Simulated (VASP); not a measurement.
# Si (P6/mmm) in VASP: settings compared, part 2 of 2

VASP 6.6.1.

## (3) Band structure, SCAN0

POSCAR reads:

```
Si
1.0
    2.6205428149      0.0000000000      0.0000000000
   -1.3102714075      2.2694566494      0.0000000000
    0.0000000000      0.0000000000      2.4663543900
Si
1
Direct
    0.0000000000      0.0000000000      0.0000000000
```

INCAR.step1 reads:

```
SYSTEM = Si
ALGO = Normal
EDIFF = 1E-5
ENCUT = 520
GGA = PE
ISIF = 2
ISMEAR = -1
LASPH = .TRUE.
LCHARG = .FALSE.
LREAL = .FALSE.
LWAVE = .TRUE.
NELM = 80
PREC = Accurate
SIGMA = 0.05
```

INCAR.step2 reads:

```
SYSTEM = Si
AEXX = 0.25
ALGO = Normal
EDIFF = 1E-6
ENCUT = 520
HFRCUT = -1
ISIF = 2
ISMEAR = -1
ISTART = 1
LASPH = .TRUE.
LCHARG = .FALSE.
LHFCALC = .TRUE.
LMIXTAU = .TRUE.
LREAL = .FALSE.
LWAVE = .FALSE.
METAGGA = SCAN
NELM = 80
PREC = Accurate
PRECFOCK = Fast
SIGMA = 0.05
```

KPOINTS reads:

```
k-points
0
G
  6 6 6
  0 0 0
```

KPOINTS_OPT reads:

```
path GMKGALHA,LM,KH
8
line-mode
reciprocal
 0.0000000000  0.0000000000  0.0000000000  G
 0.5000000000  0.0000000000  0.0000000000  M

 0.5000000000  0.0000000000  0.0000000000  M
 0.3333333333  0.3333333333  0.0000000000  K

 0.3333333333  0.3333333333  0.0000000000  K
 0.0000000000  0.0000000000  0.0000000000  G

 0.0000000000  0.0000000000  0.0000000000  G
 0.0000000000  0.0000000000  0.5000000000  A

 0.0000000000  0.0000000000  0.5000000000  A
 0.5000000000  0.0000000000  0.5000000000  L

 0.5000000000  0.0000000000  0.5000000000  L
 0.3333333333  0.3333333333  0.5000000000  H

 0.3333333333  0.3333333333  0.5000000000  H
 0.0000000000  0.0000000000  0.5000000000  A

 0.5000000000  0.0000000000  0.5000000000  L
 0.5000000000  0.0000000000  0.0000000000  M

 0.3333333333  0.3333333333  0.0000000000  K
 0.3333333333  0.3333333333  0.5000000000  H
```

Potentials or basis: VASP PAW PBE potentials, release 64 (Si).

Command:

```
> cat potpaw_PBE.64/Si/POTCAR > POTCAR
> cp INCAR.step1 INCAR
> mpirun -np 1 vasp_std > vasp.out
> cp INCAR.step2 INCAR
> mpirun -np 1 vasp_std > vasp.out
```

OUTCAR:

```text
SYSTEM = Si
   AEXX = 0.25
   EDIFF = 1E-6
   ENCUT = 520
   ISIF = 2
   ISMEAR = -1
   ISTART = 1
   LASPH = .TRUE.
   LHFCALC = .TRUE.
   LREAL = .FALSE.
   METAGGA = SCAN
   NELM = 80
   PREC = Accurate
   PRECFOCK = Fast

 ion  position               nearest neighbor table
   1  0.000  0.000  0.000-

  LATTYP: Found a hexagonal cell.
 ALAT       =     2.6205428149
 C/A-ratio  =     0.9411616463

  Lattice vectors:

 A1 = (   2.6205428149,   0.0000000000,   0.0000000000)
 A2 = (  -1.3102714075,   2.2694566494,   0.0000000000)
 A3 = (   0.0000000000,   0.0000000000,   2.4663543900)

Analysis of symmetry for initial positions (statically):
=====================================================================
 Subroutine PRICEL returns:
 Original cell was already a primitive cell.

 Routine SETGRP: Setting up the symmetry group for a
 hexagonal supercell.

 Subroutine GETGRP returns: Found 24 space group operations
 (whereof 24 operations were pure point group operations)
 out of a pool of 24 trial point group operations.

The static configuration has the point symmetry D_6h.
[... 161 lines left out ...]
  ext. energy  EPLUGINS =         0.00000000
  ---------------------------------------------------
  free energy    TOTEN  =        -9.62853675 eV

  energy without entropy =       -9.62849319  energy(sigma->0) =       -9.62851497

 E-fermi :  10.4296     XC(G=0):  -8.9738

 val. band max:       10.0419732455   @ k =   0.3333   0.1667   0.5000
 cond. band min:      10.8518510159   @ k =   0.3333   0.1667   0.1667
 fundamental gap:      0.8098777703
 Fermi energy:        10.4296261995

 k-point     1 :       0.0000    0.0000    0.0000
  band No.  band energies     occupation
      1      -7.2111      2.00000
      2      18.4560      0.00000
      3      19.1732      0.00000
      4      21.8638      0.00000
      5      21.8638      0.00000
      6      23.7372      0.00000
[... 199 lines left out ...]
 k-point    24 :       0.3333    0.0000    0.5000
  band No.  band energies     occupation
      1       2.0790      2.00000
      2       3.9546      2.00000
      3      13.1048      0.00000
      4      15.9031      0.00000
      5      20.8888      0.00000
      6      24.6770      0.00000

 [... further k-points ...]
[... 5 lines left out ...]
  --------------------------------------------------------------------------------------
  -------------------------------------------------------------------------------------
  Total       -0.1963627     -0.1963627      0.4591834      0.0000000      0.0000000     -0.0000000
  in kB      -21.4487016    -21.4487016     50.1566033      0.0000000      0.0000000     -0.0000000
  external PRESSURE =       2.4197333 kB  Pullay stress =       0.0000000 kB

 VOLUME and BASIS-vectors are now :
 -----------------------------------------------------------------------------
  energy-cutoff  :      520.00
  volume of cell :       14.67
      direct lattice vectors                 reciprocal lattice vectors
     2.620542815  0.000000000  0.000000000     0.381600329  0.220317053  0.000000000
    -1.310271407  2.269456649  0.000000000     0.000000000  0.440634105  0.000000000
     0.000000000  0.000000000  2.466354390     0.000000000  0.000000000  0.405456736

 POSITION                                       TOTAL-FORCE (eV/Angst)
 -----------------------------------------------------------------------------------
      0.00000      0.00000      0.00000         0.000000      0.000000      0.000000
 -----------------------------------------------------------------------------------
    total drift:                                0.000000      0.000000     -0.000000

  FREE ENERGIE OF THE ION-ELECTRON SYSTEM (eV)
  ---------------------------------------------------
  free  energy   TOTEN  =        -9.6285367452 eV

  energy  without entropy=       -9.6284931940  energy(sigma->0) =       -9.62851497
```

OSZICAR.step1:

```text
N       E                     dE             d eps       ncg     rms          rms(c)
DAV:   1    -0.118836907811E+01   -0.11884E+01   -0.18065E+03   348   0.522E+02
DAV:   2    -0.504999095593E+01   -0.38616E+01   -0.35826E+01   480   0.427E+01
DAV:   3    -0.508876435907E+01   -0.38773E-01   -0.38713E-01   396   0.478E+00
DAV:   4    -0.508884471957E+01   -0.80361E-04   -0.80359E-04   486   0.242E-01
DAV:   5    -0.508884489947E+01   -0.17990E-06   -0.18169E-06   408   0.799E-03    0.299E+00
DAV:   6    -0.508580888852E+01    0.30360E-02   -0.11792E-03   390   0.245E-01    0.171E+00
DAV:   7    -0.508359398985E+01    0.22149E-02   -0.28559E-03   360   0.388E-01    0.159E-01
DAV:   8    -0.508359909466E+01   -0.51048E-05   -0.49982E-05   486   0.634E-02
   1 F= -.50835991E+01 E0= -.50805324E+01  d E =-.613330E-02
```

Run time: 5.4 min. Hardware: 1 thread of AMD EPYC 7R43 (Zen 3), shared host; peak memory 0.1 GiB.

What came out:

- Free energy: -9.6285 eV
- Pressure: 0.2 GPa
- Band gap along the path: none (metal or under the smearing width)

Stress tensor (GPa, compression positive):
```
-2.14  0.00  0.00
 0.00 -2.14  0.00
 0.00  0.00  5.02
```

Levels at the corners of the path, in eV from the Fermi level:
```tsv
point	band 1	band 2	band 3	band 4	band 5	band 6
Γ	-17.64	8.03	8.74	11.43	11.43	13.31
M	-10.04	-9.11	5.49	6.90	14.20	16.46
M	-10.04	-9.11	5.49	6.90	14.20	16.46
K	-7.90	-6.58	-6.58	15.32	16.79	18.74
K	-7.90	-6.58	-6.58	15.32	16.79	18.74
Γ	-17.64	8.03	8.74	11.43	11.43	13.31
Γ	-17.64	8.03	8.74	11.43	11.43	13.31
A	-11.91	-9.78	15.47	15.47	16.38	16.38
A	-11.91	-9.78	15.47	15.47	16.38	16.38
L	-4.63	-3.79	-3.14	1.35	9.75	13.57
L	-4.63	-3.79	-3.14	1.35	9.75	13.56
H	-2.56	-2.07	-2.07	1.02	3.97	3.97
H	-2.56	-2.07	-2.07	1.02	3.97	3.97
A	-11.91	-9.78	15.47	15.47	16.38	16.38
L	-4.63	-3.79	-3.14	1.35	9.75	13.54
M	-10.04	-9.11	5.49	6.90	14.20	16.46
K	-7.90	-6.58	-6.58	15.32	16.79	18.74
H	-2.56	-2.07	-2.07	1.02	3.97	3.97
```

Caveat: the k mesh is coarse (spacing up to 0.46 Å⁻¹), so the values aren't converged, least of all with exact exchange; the PAW data sets were made with another functional, which shifts forces and pressure a little.

## (4) Band structure, r2SCAN

INCAR reads:

```
  PREC = Accurate
  ENCUT = 520
  EDIFF = 1E-6
  ISMEAR = -1
  SIGMA = 0.05
  LREAL = F
  LASPH = T
  NELM = 60
  ALGO = Normal
  ISIF = 2
  LWAVE = F
  LCHARG = F
  METAGGA = R2SCAN
  LMIXTAU = T
  NBANDS = 8
```

KPOINTS reads:

```
regular mesh
0
Gamma
  12 12 11
```

POSCAR is that of step 3.

KPOINTS_OPT: that of step 3 with these lines changed.

```diff
@@ -1,3 +1,3 @@
 path GMKGALHA,LM,KH
-8
+10
 line-mode
```

Command:

```
> cat potpaw_PBE.64/Si/POTCAR > POTCAR
> mpirun -np 1 vasp_std > vasp.out
```

It took 63 s on 1 thread of Intel Xeon Platinum 8375C at 2.90GHz (Ice Lake), shared host; peak memory 0.13 GiB.

It converged, with:

```yaml
Free_energy: -8.3359 eV
Pressure: 1.7 GPa
Band_gap_along_the_path: none (metal or under the smearing width)
```

Stress tensor (GPa, compression positive):
```
0.12 0.00 0.00
0.00 0.12 0.00
0.00 0.00 4.73
```

Levels at the corners of the path, in eV from the Fermi level:
```
point  band 1  band 2  band 3  band 4  band 5  band 6
    Γ  -14.88    7.91    8.47   11.11   11.11   13.06
    M   -7.96   -7.18    5.54    6.91   13.76   16.00
    M   -7.96   -7.18    5.54    6.91   13.76   16.00
    K   -5.91   -4.81   -4.81   14.88   16.46   18.29
    K   -5.91   -4.81   -4.81   14.88   16.46   18.29
    Γ  -14.88    7.91    8.47   11.11   11.11   13.06
    Γ  -14.88    7.91    8.47   11.11   11.11   13.06
    A   -9.73   -7.54   15.10   15.10   15.93   15.93
    A   -9.73   -7.54   15.10   15.10   15.93   15.93
    L   -3.18   -2.26   -1.81    1.78    9.49   13.16
    L   -3.18   -2.26   -1.81    1.78    9.49   13.16
    H   -1.15   -0.89   -0.89    1.47    4.25    4.25
    H   -1.15   -0.89   -0.89    1.47    4.25    4.25
    A   -9.73   -7.54   15.10   15.10   15.93   15.93
    L   -3.18   -2.26   -1.81    1.78    9.49   13.16
    M   -7.96   -7.18    5.54    6.91   13.76   16.00
    K   -5.91   -4.81   -4.81   14.88   16.46   18.29
    H   -1.15   -0.89   -0.89    1.47    4.25    4.25
```

Caveat: the PAW data sets were made with another functional, which shifts forces and pressure a little.

## (5) Band structure, SCAN

INCAR reads:

```
PREC     = Accurate       # precision mode
ENCUT    = 520            # plane-wave cutoff, eV
EDIFF    = 1E-6           # SCF threshold, eV
ISMEAR   = -1             # smearing method
SIGMA    = 0.05           # smearing width, eV
LREAL    = F              # projectors in reciprocal space
LASPH    = T              # aspherical terms in the spheres
NELM     = 100            # most SCF steps
ALGO     = Normal         # electronic algorithm
ISIF     = 2              # what is computed and relaxed
LWAVE    = F              # write WAVECAR
LCHARG   = F              # write CHGCAR
METAGGA  = SCAN           # meta-GGA
LMIXTAU  = T            
NBANDS   = 8              # bands
```

KPOINTS reads:

```
Automatic mesh
0
Gamma
  12 12 11
```

POSCAR is that of step 4.

KPOINTS_OPT: that of step 4 with these lines changed.

```diff
@@ -1,3 +1,3 @@
 path GMKGALHA,LM,KH
-10
+20
 line-mode
```

Potentials or basis: VASP PAW PBE potentials, release 64 (Si).

Command:

```
> cat potpaw_PBE.64/Si/POTCAR > POTCAR
> mpirun -np 1 vasp_std > vasp.out
```

OUTCAR:

```text
PREC = Accurate
   ENCUT = 520
   EDIFF = 1E-6
   ISMEAR = -1
   LREAL = F
   LASPH = T
   NELM = 100
   ISIF = 2
   METAGGA = SCAN

 ion  position               nearest neighbor table
   1  0.000  0.000  0.000-

  LATTYP: Found a hexagonal cell.
 ALAT       =     2.6205428149
 C/A-ratio  =     0.9411616463

  Lattice vectors:

 A1 = (   2.6205428149,   0.0000000000,   0.0000000000)
 A2 = (  -1.3102714075,   2.2694566494,   0.0000000000)
 A3 = (   0.0000000000,   0.0000000000,   2.4663543900)

Analysis of symmetry for initial positions (statically):
=====================================================================
 Subroutine PRICEL returns:
 Original cell was already a primitive cell.

 Routine SETGRP: Setting up the symmetry group for a
 hexagonal supercell.

 Subroutine GETGRP returns: Found 24 space group operations
 (whereof 24 operations were pure point group operations)
 out of a pool of 24 trial point group operations.

The static configuration has the point symmetry D_6h.

Analysis of symmetry for dynamics (positions and initial velocities):
=====================================================================
 Subroutine PRICEL returns:
[... 154 lines left out ...]
  energy without entropy =       -9.55292413  energy(sigma->0) =       -9.55446504

 E-fermi :   9.6698     XC(G=0): -11.5543

 val. band max:        9.6692173054   @ k =   0.3333   0.2500   0.4545
 cond. band min:       9.7239295488   @ k =   0.4167   0.1667   0.0000
 fundamental gap:      0.0547122434
 Fermi energy:         9.6698027119

 k-point     1 :       0.0000    0.0000    0.0000
  band No.  band energies     occupation
      1      -5.0594      2.00000
      2      17.2541      0.00000
      3      18.2777      0.00000
      4      20.7298      0.00000
      5      20.7298      0.00000
      6      22.4779      0.00000
      7      22.4779      0.00000
      8      28.1492      0.00000
[... 243 lines left out ...]
 k-point    24 :       0.3333    0.0000    0.0909
  band No.  band energies     occupation
      1      -1.6289      2.00000
      2       7.7451      2.00000
      3      16.0353      0.00000
      4      16.2571      0.00000
      5      19.7216      0.00000
      6      26.7216      0.00000
      7      27.3232      0.00000
      8      32.8006      0.00000

 [... further k-points ...]
[... 5 lines left out ...]
  --------------------------------------------------------------------------------------
  -------------------------------------------------------------------------------------
  Total       -0.0609759     -0.0609759      0.1174000      0.0000000     -0.0000000      0.0000000
  in kB       -6.6603925     -6.6603925     12.8236075      0.0000000     -0.0000000      0.0000000
  external PRESSURE =      -0.1657258 kB  Pullay stress =       0.0000000 kB

 VOLUME and BASIS-vectors are now :
 -----------------------------------------------------------------------------
  energy-cutoff  :      520.00
  volume of cell :       14.67
      direct lattice vectors                 reciprocal lattice vectors
     2.620542815  0.000000000  0.000000000     0.381600329  0.220317053  0.000000000
    -1.310271407  2.269456649  0.000000000     0.000000000  0.440634105  0.000000000
     0.000000000  0.000000000  2.466354390     0.000000000  0.000000000  0.405456736

 POSITION                                       TOTAL-FORCE (eV/Angst)
 -----------------------------------------------------------------------------------
      0.00000      0.00000      0.00000         0.000000      0.000000      0.000000
 -----------------------------------------------------------------------------------
    total drift:                               -0.000000      0.000000      0.000000

  FREE ENERGIE OF THE ION-ELECTRON SYSTEM (eV)
  ---------------------------------------------------
  free  energy   TOTEN  =        -9.5560059501 eV

  energy  without entropy=       -9.5529241348  energy(sigma->0) =       -9.55446504
```

stdout:

```text
POSCAR found type information on POSCAR Si
 POSCAR found :  1 types and       1 ions
 scaLAPACK will be used
 -----------------------------------------------------------------------------
|                                                                             |
|                                                                             |
|     You enforced a specific xc type in the INCAR file but a different       |
|     I HOPE YOU KNOW WHAT YOU ARE DOING!                                     |
|                                                                             |
 -----------------------------------------------------------------------------

 LDA part: xc-table for (None), standard interpolation
 POSCAR, INCAR and KPOINTS ok, starting setup
 FFT: planning ... GRIDC
 FFT: planning ... GRID_SOFT
 FFT: planning ... GRID
 WAVECAR not read
 entering main loop
 Start KPOINTS_OPT (optional k-point list driver)
k-point batch [1-114\180]
k-point batch [115-180\180]
```

Run time: 1.9 min. Hardware: 1 thread of Intel Xeon Platinum 8375C at 2.90GHz (Ice Lake), shared host; peak memory 0.13 GiB.

Results:

```yaml
Free_energy: -9.5560 eV
Pressure: 0.0 GPa
Band_gap_along_the_path: none (metal or under the smearing width)
```

Stress tensor (GPa, compression positive):
```
-0.67  0.00  0.00
 0.00 -0.67  0.00
 0.00  0.00  1.28
```

Levels at the corners of the path, in eV from the Fermi level:
```
point  band 1  band 2  band 3  band 4  band 5  band 6
    Γ  -14.73    7.58    8.61   11.06   11.06   12.81
    M   -7.91   -7.11    5.49    6.74   13.73   16.06
    M   -7.91   -7.11    5.49    6.74   13.73   16.06
    K   -5.90   -4.77   -4.77   14.81   16.07   18.31
    K   -5.90   -4.77   -4.77   14.81   16.07   18.31
    Γ  -14.73    7.58    8.61   11.06   11.06   12.81
    Γ  -14.73    7.58    8.61   11.06   11.06   12.81
    A   -9.56   -7.58   14.89   14.89   15.66   15.66
    A   -9.56   -7.58   14.89   14.89   15.66   15.66
    L   -3.08   -2.30   -1.79    1.63    9.35   13.12
    L   -3.08   -2.30   -1.79    1.63    9.35   13.12
    H   -1.18   -0.83   -0.83    1.40    4.08    4.08
    H   -1.18   -0.83   -0.83    1.40    4.08    4.08
    A   -9.56   -7.58   14.89   14.89   15.66   15.66
    L   -3.08   -2.30   -1.79    1.63    9.35   13.12
    M   -7.91   -7.11    5.49    6.74   13.73   16.06
    K   -5.90   -4.77   -4.77   14.81   16.07   18.31
    H   -1.18   -0.83   -0.83    1.40    4.08    4.08
```

Caveat: the PAW data sets were made with another functional, which shifts forces and pressure a little.

## (6) For comparison

An earlier run on the cell as given: functional PBEsol; potentials or basis VASP PAW PBE potentials, release 64 (Si); cutoff 520 eV; k mesh 12 × 12 × 11; occupations fermi-dirac, width 0.05 eV; no spin polarisation.

* Pressure: 0.7 GPa
* Band gap on the k mesh: none (metal or under the smearing width)

## (7) Overview

| task | level | k mesh | grid for exact exchange (PRECFOCK) | exchange at q = 0 | ladder | mesh quality | pressure (GPa) |
| --- | --- | --- | --- | --- | --- | --- | --- |
| band structure | AM05 | 12 × 12 × 11 | - | - | - | not flagged | -0.9 |
| band structure | SCAN0 | 6 × 6 × 6 | Fast | truncated | - | coarse | 0.2 |
| band structure | r2SCAN | 12 × 12 × 11 | - | - | - | not flagged | 1.7 |
| band structure | SCAN | 12 × 12 × 11 | - | - | - | not flagged | 0.0 |
| single point | PBEsol | 12 × 12 × 11 | - | - | free | not flagged | 0.7 |

Alike in all rows: potentials or basis VASP PAW PBE potentials, release 64 (Si); no spin polarisation; cell as given; cutoff (eV) 520; smearing fermi-dirac 0.05 eV.

Caveats: some runs use coarse meshes; the PAW data sets were made with another functional, which shifts forces and pressure a little.

Total energies depend on the potentials used, so only differences within one code and one set of settings carry meaning.
